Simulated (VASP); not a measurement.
# TePb (Fm-3m) in VASP: settings compared

Aim: see how the results for TePb move with the level of theory and the settings. Levels: PBE, PBE+D3(BJ). Tasks: single point, relaxation of cell and atoms.

All numbers are computed with VASP 6.6.1; they aren't measurements. Logs are shortened: lines on timing, memory, paths and dates and some standing lists are left out, and cuts for length are marked.

**What was measured.**

A printed reference work, monograph reports, for a bulk crystal of TePb at 4.2 K: band gap 0.19 eV (direct).

The runs below are set against these values where they give the same quantity.

## Step 1: The cell of the first run

Symmetry: Fm-3m, No. 225, cubic system. Conventional cell: a = 6.572 Å, b = 6.572 Å, c = 6.572 Å, α = 90.00°, β = 90.00°, γ = 90.00°. Te (site symmetry m-3m) has 6 Pb at 3.29 Å within 4.3 Å. Pb (site symmetry m-3m) has 6 Te at 3.29 Å within 4.3 Å.

## Step 2: Single point, PBE

The input, INCAR:

```
SYSTEM = TePb
PREC = Accurate
ENCUT = 520
EDIFF = 1E-7
ISMEAR = 0
SIGMA = 0.01
LREAL = .False.
LASPH = .True.
NELM = 60
ALGO = Normal
ISIF = 2
LWAVE = .False.
LCHARG = .True.
GGA = PE
LELF = .True.
LVHAR = .True.
NBANDS = 17
```

The input, KPOINTS:

```
regular mesh
0
Gamma
  6 6 6
  0 0 0
```

The input, POSCAR:

```
TePb
1.0
    0.0000000000      3.2859611489      3.2859611489
    3.2859611489      0.0000000000      3.2859611489
    3.2859611489      3.2859611489      0.0000000000
Te Pb
1 1
Direct
    0.5000000000      0.5000000000      0.5000000000
    0.0000000000      0.0000000000      0.0000000000
```

Potentials or basis: VASP PAW PBE potentials, release 64 (Te, Pb_d).

The run is started by

```console
$ cat potpaw_PBE.64/Te/POTCAR potpaw_PBE.64/Pb_d/POTCAR > POTCAR
$ mpirun -np 1 vasp_std > vasp.out
```

OUTCAR:

```text
SYSTEM = TePb
   PREC = Accurate
   ENCUT = 520
   EDIFF = 1E-7
   ISMEAR = 0
   LREAL = .False.
   LASPH = .True.
   NELM = 60
   ISIF = 2
   GGA = PE

 ion  position               nearest neighbor table
   1  0.500  0.500  0.500-   2 3.29   2 3.29   2 3.29   2 3.29   2 3.29   2 3.29
   2  0.000  0.000  0.000-   1 3.29   1 3.29   1 3.29   1 3.29   1 3.29   1 3.29

  LATTYP: Found a face centered cubic cell.
 ALAT       =     6.5719222978

  Lattice vectors:

 A1 = (   0.0000000000,   3.2859611489,   3.2859611489)
 A2 = (   3.2859611489,   0.0000000000,   3.2859611489)
 A3 = (   3.2859611489,   3.2859611489,   0.0000000000)

Analysis of symmetry for initial positions (statically):
=====================================================================
 Subroutine PRICEL returns:
 Original cell was already a primitive cell.

 Routine SETGRP: Setting up the symmetry group for a
 face centered cubic supercell.

 Subroutine GETGRP returns: Found 48 space group operations
 (whereof 48 operations were pure point group operations)
 out of a pool of 48 trial point group operations.

The static configuration has the point symmetry O_h .

Analysis of symmetry for dynamics (positions and initial velocities):
=====================================================================
 Subroutine PRICEL returns:
 Original cell was already a primitive cell.

 Routine SETGRP: Setting up the symmetry group for a
 face centered cubic supercell.

 Subroutine GETGRP returns: Found 48 space group operations
 (whereof 48 operations were pure point group operations)
 out of a pool of 48 trial point group operations.

The dynamic configuration has the point symmetry O_h .

 Subroutine INISYM returns: Found 48 space group operations
 (whereof 48 operations are pure point group operations),
 and found     1 'primitive' translations

----------------------------------------------------------------------------------------

                                     Primitive cell

  volume of cell :      70.9606

  direct lattice vectors                    reciprocal lattice vectors
     0.000000000  3.285961149  3.285961149    -0.152162481  0.152162481  0.152162481
     3.285961149  0.000000000  3.285961149     0.152162481 -0.152162481  0.152162481
     3.285961149  3.285961149  0.000000000     0.152162481  0.152162481 -0.152162481

  length of vectors
     4.647050822  4.647050822  4.647050822     0.263553148  0.263553148  0.263553148

  position of ions in fractional coordinates (direct lattice)
     0.500000000  0.500000000  0.500000000
     0.000000000  0.000000000  0.000000000

  ion indices of the primitive-cell ions
   primitive index   ion index
                 1           1
                 2           2

----------------------------------------------------------------------------------------

 KPOINTS: regular mesh

Automatic generation of k-mesh.
 Grid dimensions read from file:
 generate k-points for:    6    6    6

 Generating k-lattice:

  Cartesian coordinates                     Fractional coordinates (reciprocal lattice)
    -0.025360413  0.025360413  0.025360413     0.166666667  0.000000000  0.000000000
     0.025360413 -0.025360413  0.025360413     0.000000000  0.166666667  0.000000000
     0.025360413  0.025360413 -0.025360413     0.000000000  0.000000000  0.166666667

  Length of vectors
     0.043925525  0.043925525  0.043925525

  Shift w.r.t. Gamma in fractional coordinates (k-lattice)
     0.000000000  0.000000000  0.000000000

 Subroutine IBZKPT returns following result:
 ===========================================

 Found     16 irreducible k-points:

 Following reciprocal coordinates:
            Coordinates               Weight
  0.000000  0.000000  0.000000      1.000000
  0.166667  0.000000  0.000000      8.000000
  0.333333  0.000000  0.000000      8.000000
  0.500000  0.000000  0.000000      4.000000
  0.166667  0.166667  0.000000      6.000000
  0.333333  0.166667  0.000000     24.000000
[... 8 lines left out ...]
 -0.333333  0.333333  0.166667     24.000000
 -0.333333  0.500000  0.166667     12.000000
   k-points           NKPTS =     16   k-points in BZ     NKDIM =     16   number of bands    NBANDS=     17
   number of dos      NEDOS =    301   number of ions     NIONS =      2
   total plane-waves  NPLWV =  46656
   dimension x,y,z NGX =    36 NGY =   36 NGZ =   36
   dimension x,y,z NGXF=    72 NGYF=   72 NGZF=   72
   ions per type =               1   1
   NGX,Y,Z   is equivalent  to a cutoff of  12.88, 12.88, 12.88 a.u.
   NGXF,Y,Z  is equivalent  to a cutoff of  25.76, 25.76, 25.76 a.u.
 SYSTEM =  TePb
   PREC   = accura    normal or accurate (medium, high low for compatibility)
   ISTART =      0    job   : 0-new  1-cont  2-samecut
   ICHARG =      2    charge: 1-file 2-atom 10-const
   ISPIN  =      1    spin polarized calculation?
   LNONCOLLINEAR =      F non collinear calculations
   LSORBIT =      F    spin-orbit coupling
   LASPH  =      T    aspherical Exc in radial PAW
   ENCUT  =  520.0 eV  38.22 Ry    6.18 a.u.   8.64  8.64  8.64*2*pi/ulx,y,z
   NELM   =     60;   NELMIN=  2; NELMDL= -5     # of ELM steps
   EDIFF  = 0.1E-06   stopping-criterion for ELM
   LREAL  =      F    real-space projection
   EDIFFG = 0.1E-05   stopping-criterion for IOM
   NSW    =      0    number of steps for IOM
   IBRION =     -1    ionic relax: 0-MD 1-quasi-New 2-CG
   NFREE  =      0    steps in history (QN), initial steepest desc. (CG)
   ISIF   =      2    stress and relaxation
   ISYM   =      2    0-nonsym 1-usesym 2-fastsym
   POTIM  = 0.5000    time-step for ionic-motion
   TEBEG  =    0.0;   TEEND  =   0.0 temperature during run
   PSTRESS=    0.0 pullay stress
   NELECT =      20.0000    total number of electrons
   NUPDOWN=      -1.0000    fix difference up-down
   EMIN   =  10.00;   EMAX   =-10.00  energy-range for DOS
   EFERMI =   0.00;   METHOD = LEGACY
   ISMEAR =     0;   SIGMA  =   0.01  broadening in eV -4-tet -1-fermi 0-gaus
   EFERMI_NEDOS =   21; number of points for ismear=-14 and -15
   IALGO  =     38    algorithm
   IMIX   =      4    mixing-type and parameters
     AMIX     =   0.40;   BMIX     =  1.00
     AMIX_MAG =   1.60;   BMIX_MAG =  1.00
  volume/ion in A,a.u.               =      35.48       239.43
  Fermi-wavevector in a.u.,A,eV,Ry     =   1.073361  2.028358 15.675319  1.152103
  Thomas-Fermi vector in A             =   2.209158
   LORBIT       =      0    0 simple, 1 ext, 2 COOP (PROOUT), +10 PAW based schemes
   GGA     = PE    functional components
   LHFCALC =     F    Hartree Fock is set to
   AEXX    =    0.0000 exact exchange contribution
   IVDW    =     0    specifies the selected vdW correction
   LEPSILON=     F    determine dielectric tensor
   LRPA    =     F    only Hartree local field effects (RPA)
 non-spin polarized calculation
 Gauss-broadening in eV      SIGMA  =   0.01
  energy-cutoff  :      520.00
  volume of cell :       70.96
 maximum number of plane-waves:      1932
 NGX is ok and might be reduce to    36
   NGX = 17   NGY = 17   NGZ = 17

 number of electron      19.9999999 magnetization

 Free energy of the ion-electron system (eV)
  ---------------------------------------------------
  ext. energy  EPLUGINS =         0.00000000
  ---------------------------------------------------
  free energy    TOTEN  =        -7.52385539 eV

  energy without entropy =       -7.52385539  energy(sigma->0) =       -7.52385539

 E-fermi :   5.0252     XC(G=0):  -9.0745

 val. band max:        4.9798212019   @ k =   0.5000   0.0000   0.0000
 cond. band min:       5.8140392074   @ k =   0.5000   0.0000   0.0000
 fundamental gap:      0.8342180055
 Fermi energy:         5.0251596518

 k-point     1 :       0.0000    0.0000    0.0000
  band No.  band energies     occupation
      1     -11.6620      2.00000
      2     -11.6620      2.00000
      3     -11.6564      2.00000
      4     -11.6564      2.00000
      5     -11.6564      2.00000
      6      -6.6246      2.00000
[... 9 lines left out ...]
     16      10.8973      0.00000
     17      12.3849      0.00000

 k-point     2 :       0.1667    0.0000    0.0000
  band No.  band energies     occupation
      1     -11.6646      2.00000
      2     -11.6646      2.00000
      3     -11.6558      2.00000
      4     -11.6532      2.00000
      5     -11.6532      2.00000
      6      -6.4052      2.00000
[... 9 lines left out ...]
     16      11.3839      0.00000
     17      13.8595      0.00000

 k-point     3 :       0.3333    0.0000    0.0000
  band No.  band energies     occupation
      1     -11.6705      2.00000
      2     -11.6705      2.00000
      3     -11.6546      2.00000
      4     -11.6459      2.00000
      5     -11.6459      2.00000
      6      -5.8122      2.00000
[... 9 lines left out ...]
     16      12.6982      0.00000
     17      15.7300      0.00000

 k-point     4 :       0.5000    0.0000    0.0000
  band No.  band energies     occupation
      1     -11.6736      2.00000
      2     -11.6736      2.00000
      3     -11.6541      2.00000
      4     -11.6422      2.00000
      5     -11.6422      2.00000
      6      -5.3189      2.00000
[... 9 lines left out ...]
     16      14.2431      0.00000
     17      14.2431      0.00000

 k-point     5 :       0.1667    0.1667    0.0000
  band No.  band energies     occupation
      1     -11.6707      2.00000
      2     -11.6597      2.00000
      3     -11.6583      2.00000
      4     -11.6514      2.00000
      5     -11.6514      2.00000
      6      -6.3340      2.00000
[... 9 lines left out ...]
     16      12.1636      0.00000
     17      12.8949      0.00000

 k-point     6 :       0.3333    0.1667    0.0000
  band No.  band energies     occupation
      1     -11.6790      2.00000
      2     -11.6622      2.00000
      3     -11.6576      2.00000
      4     -11.6469      2.00000
      5     -11.6446      2.00000
      6      -5.8709      2.00000
[... 9 lines left out ...]
     16      13.4597      0.00000
     17      14.5239      0.00000

 k-point     7 :       0.5000    0.1667    0.0000
  band No.  band energies     occupation
      1     -11.6815      2.00000
      2     -11.6681      2.00000
      3     -11.6534      2.00000
      4     -11.6449      2.00000
      5     -11.6410      2.00000
      6      -5.2840      2.00000
[... 9 lines left out ...]
     16      14.4108      0.00000
     17      14.8392      0.00000

 k-point     8 :      -0.3333    0.1667    0.0000
  band No.  band energies     occupation
      1     -11.6758      2.00000
      2     -11.6710      2.00000
      3     -11.6521      2.00000
      4     -11.6449      2.00000
      5     -11.6447      2.00000
      6      -5.4455      2.00000
[... 9 lines left out ...]
     16      13.7402      0.00000
     17      15.1233      0.00000

 k-point     9 :      -0.1667    0.1667    0.0000
  band No.  band energies     occupation
      1     -11.6691      2.00000
      2     -11.6674      2.00000
      3     -11.6549      2.00000
      4     -11.6509      2.00000
      5     -11.6474      2.00000
      6      -6.0597      2.00000
[... 9 lines left out ...]
     16      13.1625      0.00000
     17      13.4094      0.00000

 k-point    10 :       0.3333    0.3333    0.0000
  band No.  band energies     occupation
      1     -11.6942      2.00000
      2     -11.6623      2.00000
      3     -11.6552      2.00000
      4     -11.6410      2.00000
      5     -11.6410      2.00000
      6      -5.6002      2.00000
[... 9 lines left out ...]
     16      14.0759      0.00000
     17      14.8384      0.00000

 k-point    11 :       0.5000    0.3333    0.0000
  band No.  band energies     occupation
      1     -11.6993      2.00000
      2     -11.6602      2.00000
      3     -11.6575      2.00000
      4     -11.6394      2.00000
      5     -11.6377      2.00000
      6      -5.1840      2.00000
[... 9 lines left out ...]
     16      15.0359      0.00000
     17      15.7207      0.00000

 k-point    12 :      -0.3333    0.3333    0.0000
  band No.  band energies     occupation
      1     -11.6898      2.00000
      2     -11.6646      2.00000
      3     -11.6525      2.00000
      4     -11.6445      2.00000
      5     -11.6404      2.00000
      6      -5.0690      2.00000
[... 9 lines left out ...]
     16      13.4184      0.00000
     17      15.1996      0.00000

 k-point    13 :       0.5000    0.5000    0.0000
  band No.  band energies     occupation
      1     -11.7089      2.00000
      2     -11.6642      2.00000
      3     -11.6530      2.00000
      4     -11.6355      2.00000
      5     -11.6355      2.00000
      6      -5.1185      2.00000
[... 9 lines left out ...]
     16      15.5983      0.00000
     17      15.9300      0.00000

 k-point    14 :       0.5000    0.3333    0.1667
  band No.  band energies     occupation
      1     -11.6870      2.00000
      2     -11.6632      2.00000
      3     -11.6561      2.00000
      4     -11.6438      2.00000
      5     -11.6412      2.00000
      6      -5.3980      2.00000
[... 9 lines left out ...]
     16      14.0546      0.00000
     17      14.4643      0.00000

 k-point    15 :      -0.3333    0.3333    0.1667
  band No.  band energies     occupation
      1     -11.6893      2.00000
      2     -11.6653      2.00000
      3     -11.6504      2.00000
      4     -11.6485      2.00000
      5     -11.6382      2.00000
      6      -5.0685      2.00000
[... 9 lines left out ...]
     16      15.2192      0.00000
     17      15.3621      0.00000

 k-point    16 :      -0.3333    0.5000    0.1667
  band No.  band energies     occupation
      1     -11.6991      2.00000
      2     -11.6597      2.00000
      3     -11.6573      2.00000
      4     -11.6430      2.00000
      5     -11.6355      2.00000
      6      -5.0157      2.00000
[... 9 lines left out ...]
     16      15.5101      0.00000
     17      16.3135      0.00000

------------------------ aborting loop because EDIFF is reached ----------------------------------------

  FORCE on cell =-STRESS in cart. coord.  units (eV):
  Direction    XX          YY          ZZ          XY          YZ          ZX
  --------------------------------------------------------------------------------------
  -------------------------------------------------------------------------------------
  Total       -0.0362700     -0.0362700     -0.0362700      0.0000000     -0.0000000      0.0000000
  in kB       -0.8189199     -0.8189199     -0.8189199      0.0000000     -0.0000000      0.0000000
  external PRESSURE =      -0.8189199 kB  Pullay stress =       0.0000000 kB

 VOLUME and BASIS-vectors are now :
 -----------------------------------------------------------------------------
  energy-cutoff  :      520.00
  volume of cell :       70.96
      direct lattice vectors                 reciprocal lattice vectors
     0.000000000  3.285961149  3.285961149    -0.152162481  0.152162481  0.152162481
     3.285961149  0.000000000  3.285961149     0.152162481 -0.152162481  0.152162481
     3.285961149  3.285961149  0.000000000     0.152162481  0.152162481 -0.152162481

 POSITION                                       TOTAL-FORCE (eV/Angst)
 -----------------------------------------------------------------------------------
      3.28596      3.28596      3.28596         0.000000      0.000000      0.000000
      0.00000      0.00000      0.00000         0.000000      0.000000     -0.000000
 -----------------------------------------------------------------------------------
    total drift:                               -0.000000      0.000000      0.000000

  FREE ENERGIE OF THE ION-ELECTRON SYSTEM (eV)
  ---------------------------------------------------
  free  energy   TOTEN  =        -7.5238553862 eV

  energy  without entropy=       -7.5238553862  energy(sigma->0) =       -7.52385539
```

Run time: 16 s. Hardware: 1 thread of Intel Xeon Platinum 8559C (Emerald Rapids), shared host; peak memory 0.2 GiB.

Results:

```yaml
Free_energy: -7.5239 eV
Pressure: -0.1 GPa
Band_gap_on_the_k_mesh: 0.83 eV, direct
```

Caveat: spin-orbit coupling is left out, which moves the levels of the heavy elements.

## Step 3: Relaxation of cell and atoms, PBE+D3(BJ)

This run uses another cell than the first one, of 33.73 Å³/atom, 0.951 times its volume.

The input, INCAR:

```
ALGO = Normal
EDIFF = 1E-7
EDIFFG = -0.02
ENCUT = 600
GGA = PE
IBRION = 2
ISIF = 3
ISMEAR = 0
IVDW = 12
LASPH = T
LCHARG = F
LREAL = F
LWAVE = F
NELM = 60
NSW = 80
PREC = Accurate
SIGMA = 0.01
```

The input, KPOINTS:

```
k-points
0
Gamma
  6 6 6
```

The input, POSCAR:

```
TePb
1.0
    0.0000000000      3.2310000000      3.2310000000
    3.2310000000      0.0000000000      3.2310000000
    3.2310000000      3.2310000000      0.0000000000
Te Pb
1 1
Direct
    0.5000000000      0.5000000000      0.5000000000
    0.0000000000      0.0000000000      0.0000000000
```

Potentials or basis: VASP PAW PBE potentials, release 64 (Te, Pb_d).

The run is started by

```console
$ cat potpaw_PBE.64/Te/POTCAR potpaw_PBE.64/Pb_d/POTCAR > POTCAR
$ mpirun -np 1 vasp_std > vasp.out
```

Wall time 29 s (1 thread of Intel Xeon Platinum 8559C (Emerald Rapids), shared host); peak memory 0.25 GiB.

The run converged. Its results:

| Quantity | Value |
| --- | --- |
| Free energy | -8.3069 eV |
| Relaxed volume | 33.88 Å³/atom |
| Relaxed cell | a = 4.576 Å, b = 4.576 Å, c = 4.576 Å, α = 60.00°, β = 60.00°, γ = 60.00° |
| Space group after relaxing (to 0.05 Å) | Fm-3m (No. 225) |
| Energy gained by relaxing | 0.0 meV/atom |
| Ionic steps | 2 |
| Pressure after relaxing | -0.1 GPa |
| Band gap on the k mesh | 0.74 eV, direct |
| Dispersion energy per atom | -0.400 eV |

Final structure:
```cif
data_structure
_symmetry_space_group_name_H-M 'P 1'
_symmetry_Int_Tables_number 1
_cell_length_a 4.5762
_cell_length_b 4.5762
_cell_length_c 4.5762
_cell_angle_alpha 60.000
_cell_angle_beta 60.000
_cell_angle_gamma 60.000
_cell_volume 67.76
loop_
_atom_site_label
_atom_site_type_symbol
_atom_site_fract_x
_atom_site_fract_y
_atom_site_fract_z
_atom_site_occupancy
Te1 Te 0.50000 0.50000 0.50000 1
Pb1 Pb 0.00000 0.00000 0.00000 1
```

Levels at points of the mesh, in eV from the valence-band top:
| k point | band 7 | band 8 | band 9 | band 10 | band 11 | band 12 | band 13 | band 14 |
| --- | --- | --- | --- | --- | --- | --- | --- | --- |
| (0.00, 0.00, 0.00) | -5.61 | -1.33 | -1.33 | -1.33 | 4.07 | 4.07 | 4.07 | 5.81 |
| (0.50, 0.00, 0.00) | -8.56 | -0.87 | -0.87 | 0.00 | 0.74 | 1.28 | 1.28 | 8.39 |
| (0.50, 0.50, 0.00) | -7.29 | -4.46 | -2.77 | -2.77 | 3.31 | 5.46 | 5.46 | 6.68 |

Caveat: spin-orbit coupling is left out, which moves the levels of the heavy elements. A k mesh can miss the band edges.

## Step 4: Against experiment

Step 2. A measured gap of TePb is 0.19 eV (direct; 4.2 K; a printed reference work, monograph); the calculated 0.83 eV misses it by +0.64 eV. Spin-orbit coupling on Pb, Te is left out. The value is that of PBE on a finite k mesh, which can miss the band edges, without temperature or zero-point motion.
